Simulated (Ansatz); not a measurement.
Crystal: MgO.

```
CELL_PARAMETERS angstrom
3.30779 0.00000 0.00000
-1.65389 2.86463 0.00000
0.00000 0.00000 4.98288
ATOMIC_POSITIONS crystal
Mg 0.66667 0.33333 0.50216
Mg 0.33333 0.66667 0.00216
O 0.66667 0.33333 0.90244
O 0.33333 0.66667 0.40244
```

Measurements of this composition are mostly on another form, of space group No. 225.

Program: Ansatz 0.2.0. Alike in all runs: task single point; level HSE06 form with a typed share of exact exchange; potentials or basis Ansatz PAW; no spin polarisation; cell as given; k mesh 5 × 5 × 3; cutoff (eV) 420; smearing fermi-dirac 0.05 eV; the mesh is coarse, so values aren't converged.

Problem. Order these runs on this cell by their band gap on the k mesh, lowest first.
A. screening (1/Å) 0.3
B. screening (1/Å) 0.2
C. screening (1/Å) 0.1
D. screening (1/Å) 0.15

Solution. A (4.84 eV), B (5.10 eV), D (5.25 eV), C (5.42 eV).

Caveats: all runs use coarse meshes; odd divisions of the mesh miss points on the zone boundary, where band edges often lie, so the gap on the mesh can be too wide.
